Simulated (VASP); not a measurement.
The system is MgS.

```
CELL_PARAMETERS angstrom
0.00000 2.83312 2.83312
2.83312 0.00000 2.83312
2.83312 2.83312 0.00000
ATOMIC_POSITIONS crystal
S 0.25000 0.25000 0.25000
Mg 0.00000 0.00000 0.00000
```

The cell comes from a database or a generator and needn't be the stable form of this composition.

Base run:

```yaml
Program: VASP 6.6.1
Functional: TB-mBJ
Potentials_or_basis: VASP PAW PBE potentials, release 64 (S, Mg)
Cutoff: 520 eV
k_mesh: 8 × 8 × 8
Occupations: gaussian, width 0.02 eV
Spin: no spin polarisation
```

Its results: band gap on the k mesh 5.04 eV, direct.

Q: After a change of settings the same cell gave: band gap on the k mesh 3.43 eV, direct. Which change was it?
A. functional from TB-mBJ to LDA; potentials or basis from VASP PAW PBE potentials, release 64 (S, Mg) to VASP PAW LDA potentials, release 64 (S, Mg)
B. functional from TB-mBJ to PBE; k mesh from 8 × 8 × 8 to 3 × 3 × 3
C. functional from TB-mBJ to r2SCAN

A: B.

Caveats: some runs use coarse meshes.
